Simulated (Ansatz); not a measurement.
Runs of Ansatz 0.2.0 on BN. Symmetry: F-43m, No. 216, cubic system. The conventional cell has a = 3.626 Å, b = 3.626 Å, c = 3.626 Å, α = 90.00°, β = 90.00°, γ = 90.00°. N (site symmetry -43m) has 4 B at 1.57 Å as nearest neighbours. B (site symmetry -43m) is surrounded by 4 N at 1.57 Å. The cell is a database's computed one.

```csv
task,level,potentials or basis,cell,k mesh,cutoff (eV),smearing,basis error allowed,mesh quality,gap on the mesh (eV),pressure (GPa),relaxed volume (Å³/atom)
single point,PBE,"all-electron LAPW, scalar-relativistic",as given,13 × 13 × 13,446,gaussian 0.027 eV,0.001 eV/atom,not flagged,4.53,-0.4,-
single point,PBE,"all-electron LAPW, scalar-relativistic",as given,13 × 13 × 13,446,gaussian 0.016 eV,0.001 eV/atom,not flagged,4.53,-0.4,-
Born charges and dielectric tensor,PBEsol,all-electron PAW datasets made for the crystal,as given,13 × 13 × 13,580,fixed,-,not flagged,4.35,-,-
single point,PBE,"all-electron LAPW, scalar-relativistic",as given,13 × 13 × 13,446,gaussian 0.021 eV,0.001 eV/atom,not flagged,4.53,-0.4,-
band structure,LDA,"all-electron LAPW, scalar-relativistic",as given,13 × 13 × 13,448,fermi-dirac 0.05 eV,0.001 eV/atom,not flagged,4.42,-14.1,-
band structure,PBE,"all-electron LAPW, scalar-relativistic",as given,13 × 13 × 13,446,fermi-dirac 0.05 eV,0.001 eV/atom,not flagged,4.53,-0.4,-
single point,PBE,"all-electron LAPW, scalar-relativistic",as given,13 × 13 × 13,446,gaussian 0.025 eV,0.001 eV/atom,not flagged,4.53,-0.4,-
single point,PBE,"all-electron LAPW, scalar-relativistic",as given,13 × 13 × 13,446,gaussian 0.026 eV,0.001 eV/atom,not flagged,4.53,-0.4,-
single point,RPBE,"all-electron LAPW, scalar-relativistic",as given,13 × 13 × 13,445,gaussian 0.02 eV,0.001 eV/atom,not flagged,4.57,5.4,-
relaxation of cell and atoms,PBEsol+D4,"all-electron LAPW, scalar-relativistic",relaxed,13 × 13 × 13,-,fermi-dirac 0.05 eV,0.001 eV/atom,not flagged,(b),0.0,5.81
single point,PBE,"all-electron LAPW, scalar-relativistic",as given,6 × 6 × 6,370,fermi-dirac 0.04 eV,0.004 eV/atom,coarse,4.46,-0.4,-
relaxation of cell and atoms,BLYP,"all-electron LAPW, scalar-relativistic",relaxed,13 × 13 × 13,-,fermi-dirac 0.05 eV,0.001 eV/atom,not flagged,(a),0.0,6.07
```

Alike in all rows: no spin polarisation.

Task: Estimate the missing entries.

Result: (a) 4.90; (b) 4.38.

Caveats: some runs use coarse meshes; an odd mesh through Γ misses points on the zone boundary, where band edges often lie (some runs); the program warned that the printed levels may be off, so bands, gaps and densities of states are rough (some runs).

The runs don't all hold the same shells in valence.
